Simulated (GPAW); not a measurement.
A run of GPAW 26.7.0 is set up as follows.

Contents of run.py:

```python
from ase import Atoms
from ase.eos import EquationOfState
from ase.io import Trajectory
from ase.units import GPa
from gpaw import GPAW, PW

atoms = Atoms(['Si'],
              cell=[[-1.62691493, 1.62691493, 1.32032985],
                    [1.62691493, -1.62691493, 1.32032985],
                    [1.62691493, 1.62691493, -1.32032985]],
              scaled_positions=[[0.0, 0.0, 0.0]],
              pbc=True)

traj = Trajectory('eos.traj', 'w')
volumes, energies = [], []
for x in [0.94, 0.96, 0.98, 1.0, 1.02, 1.04, 1.06]:
    a = atoms.copy()
    a.set_cell(atoms.cell * x**(1 / 3), scale_atoms=True)
    calc = GPAW(mode=PW(600),
                xc='MGGA_X_R2SCAN+MGGA_C_R2SCAN',
                kpts={'size': (13, 13, 13), 'gamma': True},
                occupations={'name': 'fermi-dirac', 'width': 0.05},
                nbands=8,
                convergence={'density': 1e-05, 'energy': 1e-05},
                maxiter=150,
                txt=f'eos-{x:.2f}.txt')
    a.calc = calc
    energies.append(a.get_potential_energy(force_consistent=True))
    volumes.append(a.get_volume())
    p = -a.get_stress()[:3].mean() / GPa
    calc.write(f'eos-{x:.2f}.gpw')
    traj.write(a)
    print(f'{x:.2f} {volumes[-1]:10.4f} A^3 {energies[-1]:14.6f} eV {p:9.3f} GPa', flush=True)

v0, e0, B = EquationOfState(volumes, energies, eos='birchmurnaghan').fit()
print(f'V0 = {v0:.4f} A^3, E0 = {e0:.6f} eV, B0 = {B / GPa:.2f} GPa')
```

Potentials or basis: GPAW PAW data sets (gpaw-data 1.2.1), pw.

Launch:

```bash
$ OMP_NUM_THREADS=1 python run.py
```

Q: What does it give for the equilibrium volume?

A: 14.07 Å³/atom (rough: see the caveat).

Q: What does it give for the bulk modulus at fixed shape and positions?

A: 93 GPa (rough).

Energy against volume, from the lowest point:
```csv
volume (Å³/atom),energy (meV/atom)
13.140,20.17
13.420,9.30
13.699,2.74
13.979,0.00
14.258,0.54
14.538,4.10
14.818,10.36
```

Caveat: the points scatter about the fit; the cell was scaled at fixed shape and fractional positions, which overstates the stiffness of a crystal with free parameters, most of all of layers and chains; the PAW data sets were made with another functional, which shifts forces and pressure a little.
